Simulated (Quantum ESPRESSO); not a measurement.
The system is Ni.

```
CELL_PARAMETERS angstrom
-1.38372 1.38372 1.38372
1.38372 -1.38372 1.38372
1.38372 1.38372 -1.38372
ATOMIC_POSITIONS crystal
Ni 0.00000 0.00000 0.00000
```

This isn't the form of Ni at room conditions, which is fcc.

Base run:

```yaml
Program: Quantum ESPRESSO 7.5
Functional: PBEsol
Potentials_or_basis: GBRV 1.5 PBEsol
Cutoff: 612 eV
Density_cutoff: 4898 eV
k_mesh: 13 × 13 × 13
Occupations: fermi-dirac, width 0.05 eV
Spin: collinear spin, ferromagnetic start
Starting_moments: "[1.0] μB"
Hubbard_terms: Ni d U = 6 eV
```

Its results: band gap on the k mesh none (metal or under the smearing width); pressure -5.6 GPa; net moment 0.63 μB per cell; site moments Ni +0.68 μB.

Problem. The run is repeated on the same cell with these changes: hubbard terms from Ni d U = 6 eV to Ni d U = 4 eV. What comes out?

Solution. Band gap on the k mesh none (metal or under the smearing width); pressure -5.1 GPa; net moment 0.62 μB per cell; site moments Ni +0.67 μB.

Caveats: the U is typed as a test and isn't derived for this compound.
